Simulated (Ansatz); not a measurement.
HfO2:

```xyz
12
Lattice="5.0803 0.0000 0.0000 0.0000 5.1649 0.0000 0.0000 0.0000 4.8909" Properties=species:S:1:pos:R:3 pbc="T T T"
Hf    1.1308    4.0379    1.3307
Hf    3.6710    3.7094    3.5602
Hf    3.9495    1.1270    1.3307
Hf    1.4093    1.4555    3.5602
O     0.9491    0.8452    0.5113
O     3.4892    1.7372    4.3796
O     4.1312    4.3196    0.5113
O     1.5911    3.4277    4.3796
O     0.0000    2.5824    2.3919
O     2.5402    0.0000    2.4990
O     0.0000    0.0000    2.8153
O     2.5402    2.5824    2.0756
```

The cell comes from a database or a generator and needn't be the stable form of this composition.

Program: Ansatz 0.2.0. Alike in all runs: task band structure; potentials or basis Ansatz PAW; cell as given.

Question: Order these runs on this cell by their band gap on the k mesh, lowest first.
A. level PBE0; spin off; k mesh 4 × 4 × 4; cutoff (eV) 420; smearing fixed; level pbe0; run kind scf
B. level LDA; spin SOC, no magnetisation; k mesh 5 × 5 × 6; cutoff (eV) 420; smearing fermi-dirac 0.05 eV; points for each segment of the path 10
C. level PBEsol+U; spin off; U Hf d U = 3.5 eV; k mesh 5 × 5 × 6; cutoff (eV) 420; smearing fermi-dirac 0.05 eV; points for each segment of the path 10; hubbard projectors ortho-atomic (the default); double counting fll (the default)
D. level r2SCAN; spin off; k mesh 5 × 5 × 6; cutoff (eV) 500; smearing fermi-dirac 0.05 eV; points for each segment of the path 10
E. level BLYP; spin off; k mesh 4 × 4 × 5; cutoff (eV) 420; smearing fermi-dirac 0.05 eV; points for each segment of the path 10

Answer: B (3.68 eV), E (3.98 eV), C (4.22 eV), D (4.38 eV), A (6.31 eV).

Caveats: spin-orbit coupling is left out, which moves the levels of the heavy elements (some runs); the k mesh misses the band edges, so the gap on the mesh is wider than the one along the path (some runs).

Not every run made on this cell is shown here.
